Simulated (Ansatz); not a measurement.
## ZrB2 in Ansatz: the effect of functional

The system is ZrB2.

```
CELL_PARAMETERS angstrom
3.10529 0.00000 0.00000
-1.55264 2.68926 0.00000
0.00000 0.00000 3.46088
ATOMIC_POSITIONS crystal
Zr 0.00000 0.00000 0.00000
B 0.66667 0.33333 0.50000
B 0.33333 0.66667 0.50000
```

The cell isn't the ideal one: volume scaled by 0.94.

Alike in all runs:

```yaml
Program: Ansatz 0.2.0
Task: single point
Potentials_or_basis: Ansatz PAW
k_mesh: 10 × 10 × 8
Occupations: fermi-dirac, width 0.05 eV
Spin: no spin polarisation
```

**Question.** One run gave: pressure 7.1 GPa. Which functional did it use?
A. PBE
B. r2SCAN
C. LDA

**Answer.** C.

| functional | cutoff | pressure (GPa) |
| --- | --- | --- |
| LDA | 420 eV (not typed: the program's choice for these potentials) | 7.1 |
| r2SCAN | 500 eV (not typed: the program's choice for these potentials) | 18.0 |
| PBE | 420 eV (not typed: the program's choice for these potentials) | 17.7 |

Caveats: the PAW data sets come from PBE, with cores solved anew for the run's functional, which leaves a small shift of forces and pressure (some runs).
